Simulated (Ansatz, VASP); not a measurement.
## Nb: VASP beside Ansatz

```xyz
1
Lattice="-1.5856 1.5856 1.5856 1.5856 -1.5856 1.5856 1.5856 1.5856 -1.5856" Properties=species:S:1:pos:R:3 pbc="T T T"
Nb    0.0000    0.0000    0.0000
```

Alike in both runs: task single point; functional PBEsol; k mesh 18 × 18 × 18; occupations gaussian, width 0.1 eV; no spin polarisation.

|  | VASP | Ansatz |
| --- | --- | --- |
| version | VASP 6.6.1 | Ansatz 0.2.0 |
| potentials or method | VASP PAW PBE potentials, release 64 (Nb_sv) | scalar-relativistic, plane waves, PAW |
| plane-wave cutoff (eV) | 520 | 420 |
| valence electrons in the cell | 13 | 13 |

|  | VASP | Ansatz | Ansatz less VASP |
| --- | --- | --- | --- |
| gap on the k mesh at the Fermi level (eV) | none | none | - |
| pressure (GPa) | 19.6 | 19.9 | +0.32 |

A gap of «none» marks a metal or a gap that the smearing closes.

Caveats: so large a pressure means that the cell lies far from this level's equilibrium, or that cutoff or potentials fall short (VASP); the potentials were made for another functional, which shifts forces and pressure (VASP).
